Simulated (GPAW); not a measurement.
# GaN in GPAW: the effect of functional

GaN:

```
CELL_PARAMETERS angstrom
0.00000 2.25350 2.25350
2.25350 0.00000 2.25350
2.25350 2.25350 0.00000
ATOMIC_POSITIONS crystal
Ga 0.00000 0.00000 0.00000
N 0.25000 0.25000 0.25000
```

The cell is a database's computed one.

Alike in all runs:

```yaml
Program: GPAW 26.7.0
Task: dielectric tensor
Cutoff: 600 eV
Basis: pw
k_mesh: 8 × 8 × 8
Occupations: fermi-dirac, width 0.001 eV
Spin: no spin polarisation
```

| functional | potentials or basis | dielectric constant (mean) |
| --- | --- | --- |
| LDA | the program's PAW data sets (release 1.2.1) made for this functional | 5.66 |
| AM05 | PAW data sets generated in the run's folder for this functional | 5.62 |
| GLLB-SC | the program's PAW data sets (release 1.2.1) made for this functional | ? |

Problem. What does the run with functional GLLB-SC give?

Solution. Dielectric constant 4.95 mean.

Caveats: the long-wavelength limit can be off by a per cent or two; a model potential gives levels but no total energy (some runs); response on these states lacks terms of the Hamiltonian (some runs).
